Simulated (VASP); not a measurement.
# ZnS (Wurtzite-6H) (P6_3mc) in VASP: further runs

Aim: see how the results for ZnS (Wurtzite-6H) move with the level of theory and the settings. Levels: PBE, PBEsol+D4. Tasks: single point, relaxation of cell and atoms.

Program: VASP 6.6.1. These are calculated values, not measurements. Logs are shortened: lines on timing, memory, paths and dates and some standing lists are left out, and cuts for length are marked.

**Measured values to compare with.**

From a printed reference work, monograph, for a bulk crystal of ZnS at 4 K: band gap 3.911 eV (direct).

The runs below are set against these values where they give the same quantity.

### Step 1. The crystal as given

Symmetry: P6_3mc, No. 186, hexagonal system. The conventional cell has a = 3.812 Å, b = 3.812 Å, c = 18.690 Å, α = 90.00°, β = 90.00°, γ = 120.00°. Zn (site symmetry 3m) has 4 S at 2.33 to 2.34 Å as nearest neighbours. Zn (site symmetry 3m) has 4 S at 2.33 to 2.34 Å as nearest neighbours. Zn (site symmetry 3m) has 4 S at 2.33 to 2.34 Å as nearest neighbours. Around S (site symmetry 3m) lie 4 Zn at 2.33 to 2.34 Å. Around S (site symmetry 3m) lie 4 Zn at 2.33 to 2.34 Å. S (site symmetry 3m) has 4 Zn at 2.33 to 2.34 Å as nearest neighbours.

### Step 2. Single point, PBE

Input file INCAR:

```
ALGO = Fast ; EDIFF = 1E-7
ENCUT = 520 ; GGA = PE
ISIF = 2 ; ISMEAR = 0
LASPH = T ; LCHARG = F
LREAL = F ; LWAVE = F
NELM = 100 ; PREC = Accurate
SIGMA = 0.014
```

Input file KPOINTS:

```
k-points
0
Gamma
  8 8 2
```

Input file POSCAR:

```
ZnS
1.0
    3.8120000000      0.0000000000      0.0000000000
   -1.9060000000      3.3012888392      0.0000000000
    0.0000000000      0.0000000000     18.6899900000
Zn S
6 6
Direct
    0.3333333333      0.6666666667      0.8333300000
    0.6666666667      0.3333333333      0.3333300000
    0.6666666667      0.3333333333      0.6666700000
    0.3333333333      0.6666666667      0.1666700000
    0.0000000000      0.0000000000      0.5000000000
    0.0000000000      0.0000000000      0.0000000000
    0.3333333333      0.6666666667      0.9583300000
    0.6666666667      0.3333333333      0.4583300000
    0.6666666667      0.3333333333      0.7916700000
    0.3333333333      0.6666666667      0.2916700000
    0.0000000000      0.0000000000      0.6250000000
    0.0000000000      0.0000000000      0.1250000000
```

Potentials or basis: VASP PAW PBE potentials, release 64 (Zn, S).

Launch:

```
> cat potpaw_PBE.64/Zn/POTCAR potpaw_PBE.64/S/POTCAR > POTCAR
> mpirun -np 1 vasp_std > vasp.out
```

OUTCAR:

```text
EDIFF = 1E-7
   ENCUT = 520
   GGA = PE
   ISIF = 2
   ISMEAR = 0
   LASPH = T
   LREAL = F
   NELM = 100
   PREC = Accurate

 ion  position               nearest neighbor table
   1  0.333  0.667  0.833-   9 2.33   9 2.33   9 2.33   7 2.34
   2  0.667  0.333  0.333-  10 2.33  10 2.33  10 2.33   8 2.34
   3  0.667  0.333  0.667-  11 2.33  11 2.33  11 2.33   9 2.34
   4  0.333  0.667  0.167-  12 2.33  12 2.33  12 2.33  10 2.34
   5  0.000  0.000  0.500-   8 2.33   8 2.33   8 2.33  11 2.34
   6  0.000  0.000  0.000-   7 2.33   7 2.33   7 2.33  12 2.34
   7  0.333  0.667  0.958-   6 2.33   6 2.33   6 2.33   1 2.34
   8  0.667  0.333  0.458-   5 2.33   5 2.33   5 2.33   2 2.34
   9  0.667  0.333  0.792-   1 2.33   1 2.33   1 2.33   3 2.34
  10  0.333  0.667  0.292-   2 2.33   2 2.33   2 2.33   4 2.34
  11  0.000  0.000  0.625-   3 2.33   3 2.33   3 2.33   5 2.34
  12  0.000  0.000  0.125-   4 2.33   4 2.33   4 2.33   6 2.34

  LATTYP: Found a hexagonal cell.
 ALAT       =     3.8120000000
 C/A-ratio  =     4.9029354669

  Lattice vectors:

 A1 = (   3.8120000000,   0.0000000000,   0.0000000000)
 A2 = (  -1.9060000000,   3.3012888392,   0.0000000000)
 A3 = (   0.0000000000,   0.0000000000,  18.6899900000)

Analysis of symmetry for initial positions (statically):
=====================================================================
 Subroutine PRICEL returns:
 Original cell was already a primitive cell.

 Routine SETGRP: Setting up the symmetry group for a
 hexagonal supercell.

 Subroutine GETGRP returns: Found 12 space group operations
 (whereof  6 operations were pure point group operations)
 out of a pool of 24 trial point group operations.

The static configuration has the point symmetry C_3v.
 The point group associated with its full space group is C_6v.

Analysis of symmetry for dynamics (positions and initial velocities):
=====================================================================
 Subroutine PRICEL returns:
 Original cell was already a primitive cell.

 Routine SETGRP: Setting up the symmetry group for a
 hexagonal supercell.

 Subroutine GETGRP returns: Found 12 space group operations
 (whereof  6 operations were pure point group operations)
 out of a pool of 24 trial point group operations.

The dynamic configuration has the point symmetry C_3v.
 The point group associated with its full space group is C_6v.

[... 124 lines left out ...]
   NELECT =     108.0000    total number of electrons
   NUPDOWN=      -1.0000    fix difference up-down
   EMIN   =  10.00;   EMAX   =-10.00  energy-range for DOS
   EFERMI =   0.00;   METHOD = LEGACY
   ISMEAR =     0;   SIGMA  =   0.01  broadening in eV -4-tet -1-fermi 0-gaus
   EFERMI_NEDOS =   21; number of points for ismear=-14 and -15
   IALGO  =     68    algorithm
   IMIX   =      4    mixing-type and parameters
     AMIX     =   0.40;   BMIX     =  1.00
     AMIX_MAG =   1.60;   BMIX_MAG =  1.00
  volume/ion in A,a.u.               =      19.60       132.27
  Fermi-wavevector in a.u.,A,eV,Ry     =   1.262993  2.386711 21.703349  1.595151
  Thomas-Fermi vector in A             =   2.396373
   LORBIT       =      0    0 simple, 1 ext, 2 COOP (PROOUT), +10 PAW based schemes
   GGA     = PE    functional components
   LHFCALC =     F    Hartree Fock is set to
   AEXX    =    0.0000 exact exchange contribution
   IVDW    =     0    specifies the selected vdW correction
   LEPSILON=     F    determine dielectric tensor
   LRPA    =     F    only Hartree local field effects (RPA)
 non-spin polarized calculation
 RMM-DIIS sequential band-by-band and
 Gauss-broadening in eV      SIGMA  =   0.01
  energy-cutoff  :      520.00
  volume of cell :      235.20
 maximum number of plane-waves:      6376
   NGX = 15   NGY = 15   NGZ = 69

 number of electron     107.9999995 magnetization

 Free energy of the ion-electron system (eV)
  ---------------------------------------------------
  ext. energy  EPLUGINS =         0.00000000
  ---------------------------------------------------
  free energy    TOTEN  =       -41.05232274 eV

  energy without entropy =      -41.05232274  energy(sigma->0) =      -41.05232274

 E-fermi :   2.2659     XC(G=0):  -9.6583

 val. band max:        2.1713764406   @ k =   0.0000   0.0000   0.0000
 cond. band min:       4.3392032445   @ k =   0.0000   0.0000   0.0000
 fundamental gap:      2.1678268040
 Fermi energy:         2.2658740864

 k-point     1 :       0.0000    0.0000    0.0000
  band No.  band energies     occupation
      1     -11.0214      2.00000
      2     -10.8199      2.00000
      3     -10.8116      2.00000
      4     -10.3539      2.00000
      5     -10.3455      2.00000
      6     -10.0802      2.00000
[... 1329 lines left out ...]
     63       8.3341      0.00000
     64       8.3371      0.00000

------------------------ aborting loop because EDIFF is reached ----------------------------------------

  FORCE on cell =-STRESS in cart. coord.  units (eV):
  Direction    XX          YY          ZZ          XY          YZ          ZX
  --------------------------------------------------------------------------------------
  -------------------------------------------------------------------------------------
  Total        3.4354878      3.4354878      3.5197257      0.0000000      0.0000000      0.0000000
  in kB       23.4020288     23.4020288     23.9758446      0.0000000      0.0000000      0.0000000
  external PRESSURE =      23.5933007 kB  Pullay stress =       0.0000000 kB

 VOLUME and BASIS-vectors are now :
 -----------------------------------------------------------------------------
  energy-cutoff  :      520.00
  volume of cell :      235.20
      direct lattice vectors                 reciprocal lattice vectors
     3.812000000  0.000000000  0.000000000     0.262329486  0.151455999  0.000000000
    -1.906000000  3.301288839  0.000000000     0.000000000  0.302911999  0.000000000
     0.000000000  0.000000000 18.689990000     0.000000000  0.000000000  0.053504577

 POSITION                                       TOTAL-FORCE (eV/Angst)
 -----------------------------------------------------------------------------------
     -0.00000      2.20086     15.57493        -0.000000     -0.000000      0.000793
      1.90600      1.10043      6.22993        -0.000000      0.000000      0.000793
      1.90600      1.10043     12.46006         0.000000     -0.000000      0.015220
     -0.00000      2.20086      3.11506        -0.000000      0.000000      0.015220
      0.00000      0.00000      9.34500         0.000000     -0.000000     -0.003574
      0.00000      0.00000      0.00000        -0.000000     -0.000000     -0.003574
     -0.00000      2.20086     17.91118        -0.000000     -0.000000     -0.030016
      1.90600      1.10043      8.56618        -0.000000     -0.000000     -0.030016
      1.90600      1.10043     14.79630        -0.000000     -0.000000     -0.006734
     -0.00000      2.20086      5.45131         0.000000     -0.000000     -0.006734
      0.00000      0.00000     11.68124         0.000000     -0.000000      0.024311
      0.00000      0.00000      2.33625        -0.000000     -0.000000      0.024311
 -----------------------------------------------------------------------------------
    total drift:                               -0.000002     -0.000003     -0.000347

  FREE ENERGIE OF THE ION-ELECTRON SYSTEM (eV)
  ---------------------------------------------------
  free  energy   TOTEN  =       -41.0523227414 eV

  energy  without entropy=      -41.0523227414  energy(sigma->0) =      -41.05232274
```

stdout:

```text
POSCAR found type information on POSCAR ZnS
 POSCAR found :  2 types and      12 ions
 scaLAPACK will be used
 LDA part: xc-table for (Slater+PW92), standard interpolation
 POSCAR, INCAR and KPOINTS ok, starting setup
 FFT: planning ... GRIDC
 FFT: planning ... GRID_SOFT
 FFT: planning ... GRID
 WAVECAR not read
 entering main loop
```

Wall time 14 min (1 thread of Intel Xeon Platinum 8375C at 2.90GHz (Ice Lake), shared host); peak memory 0.44 GiB.

Results:

- Free energy: -41.0523 eV
- Pressure: 2.4 GPa
- Largest force: 0.030 eV/Å
- Band gap on the k mesh: 2.17 eV, direct

Forces in eV/Å, atoms in the order of the input:
```
Zn   0.000  0.000  0.001
Zn   0.000  0.000  0.001
Zn   0.000  0.000  0.015
Zn   0.000  0.000  0.015
Zn   0.000  0.000 -0.004
Zn   0.000  0.000 -0.004
S    0.000  0.000 -0.030
S    0.000  0.000 -0.030
S    0.000  0.000 -0.007
S    0.000  0.000 -0.007
S    0.000  0.000  0.024
S    0.000  0.000  0.024
```

Caveat: the cell's inner coordinates are idealised or old, which leaves forces on the atoms.

### Step 3. Relaxation of cell and atoms, PBE

Input file INCAR:

```
PREC = Accurate
ENCUT = 600
EDIFF = 1E-6
ISMEAR = -1
SIGMA = 0.05
LREAL = F
LASPH = T
NELM = 80
ALGO = Normal
ISIF = 3
LWAVE = F
LCHARG = F
GGA = PE
IBRION = 2
NSW = 60
EDIFFG = -0.01
```

Input file KPOINTS:

```
regular mesh
0
Gamma
  8 8 2
```

POSCAR is that of step 2.

Potentials or basis: VASP PAW PBE potentials, release 64 (Zn, S).

Launch:

```
> cat potpaw_PBE.64/Zn/POTCAR potpaw_PBE.64/S/POTCAR > POTCAR
> mpirun -np 1 vasp_std > vasp.out
```

Run time: 24 min. Hardware: 1 thread of Intel Xeon Platinum 8559C (Emerald Rapids), shared host; peak memory 0.52 GiB.

It converged, with:

| Quantity | Value |
| --- | --- |
| Free energy | -41.1032 eV |
| Relaxed volume | 20.21 Å³/atom |
| Relaxed cell | a = 3.850 Å, b = 3.850 Å, c = 18.888 Å, α = 90.00°, β = 90.00°, γ = 120.00° |
| Space group after relaxing (to 0.05 Å) | P6_3mc (No. 186) |
| Energy gained by relaxing | 4.2 meV/atom |
| Ionic steps | 6 |
| Pressure after relaxing | 0.0 GPa |
| Largest force after relaxing | 0.007 eV/Å |
| Band gap on the k mesh | 2.03 eV, direct |

Forces on the atoms (eV/Å):
```
Zn   0.000  0.000 -0.007
Zn   0.000  0.000 -0.007
Zn   0.000  0.000  0.005
Zn   0.000  0.000  0.005
Zn   0.000  0.000  0.004
Zn   0.000  0.000  0.004
S    0.000  0.000  0.003
S    0.000  0.000  0.003
S    0.000  0.000  0.001
S    0.000  0.000  0.001
S    0.000  0.000 -0.006
S    0.000  0.000 -0.006
```

The path:
```tsv
step	energy change (eV)	largest force (eV/Å)	pressure (GPa)	volume (Å³)
1	0.0000	0.0299	2.18	235.20
2	-0.0474	0.0125	-0.50	244.39
3	-0.0505	0.0156	-0.02	242.62
4	-0.0505	0.0158	0.03	242.47
5	-0.0505	0.0101	0.01	242.47
6	-0.0506	0.0071	0.01	242.47
```

Final structure:
```
Zn S
1.0
     3.85011    0.00000    0.00000
    -1.92506    3.33430    0.00000
     0.00000    0.00000   18.88786
Zn S
6 6
Direct
  0.33333 0.66667 0.83331
  0.66667 0.33333 0.33331
  0.66667 0.33333 0.66676
  0.33333 0.66667 0.16676
  0.00000 0.00000 0.50000
  0.00000 0.00000 0.00000
  0.33333 0.66667 0.95815
  0.66667 0.33333 0.45815
  0.66667 0.33333 0.79164
  0.33333 0.66667 0.29164
  0.00000 0.00000 0.62514
  0.00000 0.00000 0.12514
```

Levels at points of the mesh, in eV from the valence-band top:
| k point | band 50 | band 51 | band 52 | band 53 | band 54 | band 55 | band 56 | band 57 | band 58 | band 59 |
| --- | --- | --- | --- | --- | --- | --- | --- | --- | --- | --- |
| (0.00, 0.00, 0.00) | -0.23 | -0.23 | -0.02 | 0.00 | 0.00 | 2.03 | 3.11 | 3.20 | 3.24 | 3.28 |
| (0.50, 0.00, 0.00) | -1.43 | -1.21 | -1.20 | -1.04 | -0.84 | 3.40 | 3.58 | 3.63 | 3.86 | 4.05 |
| (0.00, 0.00, 0.50) | -0.45 | -0.06 | -0.06 | -0.06 | -0.06 | 2.51 | 2.51 | 3.22 | 3.22 | 3.45 |
| (0.50, 0.00, 0.50) | -1.53 | -1.16 | -1.16 | -0.94 | -0.94 | 3.36 | 3.36 | 3.86 | 3.86 | 4.14 |

A k mesh can miss the band edges. PBE usually gives volumes a little too large and moduli too small.

### Step 4. Single point, PBE

Input file INCAR:

```
SYSTEM = ZnS
PREC     = Accurate       ! precision mode
ENCUT    = 520            ! plane-wave cutoff, eV
EDIFF    = 1E-7           ! SCF threshold, eV
ISMEAR   = 0              ! smearing method
SIGMA    = 0.014          ! smearing width, eV
LREAL    = .False.        ! projectors in reciprocal space
LASPH    = .True.         ! aspherical terms in the spheres
NELM     = 100            ! most SCF steps
ALGO     = Normal         ! electronic algorithm
ISIF     = 2              ! what is computed and relaxed
LWAVE    = .False.        ! write WAVECAR
LCHARG   = .False.        ! write CHGCAR
GGA      = PE             ! functional
NBANDS   = 66             ! bands
```

Input file KPOINTS:

```
regular mesh
0
Gamma
  8 8 2
  0 0 0
```

POSCAR is that of step 3.

Launch:

```
> cat potpaw_PBE.64/Zn/POTCAR potpaw_PBE.64/S/POTCAR > POTCAR
> mpirun -np 1 vasp_std > vasp.out
```

Wall time 4 min (1 thread of Intel Xeon 6975P-C (Granite Rapids), shared host); peak memory 0.45 GiB.

Results (log left out):

```yaml
Free_energy: -41.0523 eV
Pressure: 2.3 GPa
Largest_force: 0.030 eV/Å
Band_gap_on_the_k_mesh: 2.17 eV, direct
```

Forces in eV/Å, atoms in the order of the input:
```
Zn   0.000  0.000  0.001
Zn   0.000  0.000  0.001
Zn   0.000  0.000  0.015
Zn   0.000  0.000  0.015
Zn   0.000  0.000 -0.004
Zn   0.000  0.000 -0.004
S    0.000  0.000 -0.030
S    0.000  0.000 -0.030
S    0.000  0.000 -0.007
S    0.000  0.000 -0.007
S    0.000  0.000  0.024
S    0.000  0.000  0.024
```

Levels at points of the mesh, in eV from the valence-band top:
| k point | band 50 | band 51 | band 52 | band 53 | band 54 | band 55 | band 56 | band 57 | band 58 | band 59 |
| --- | --- | --- | --- | --- | --- | --- | --- | --- | --- | --- |
| (0.00, 0.00, 0.00) | -0.24 | -0.24 | -0.02 | 0.00 | 0.00 | 2.17 | 3.22 | 3.26 | 3.34 | 3.37 |
| (0.50, 0.00, 0.00) | -1.50 | -1.27 | -1.26 | -1.10 | -0.88 | 3.44 | 3.57 | 3.61 | 3.88 | 4.04 |
| (0.00, 0.00, 0.50) | -0.47 | -0.07 | -0.07 | -0.07 | -0.07 | 2.65 | 2.65 | 3.28 | 3.28 | 3.54 |
| (0.50, 0.00, 0.50) | -1.61 | -1.22 | -1.22 | -0.99 | -0.99 | 3.37 | 3.37 | 3.85 | 3.85 | 4.14 |

Caveat: the cell's inner coordinates are idealised or old, which leaves forces on the atoms.

(Part 1 of 2 ends here.)
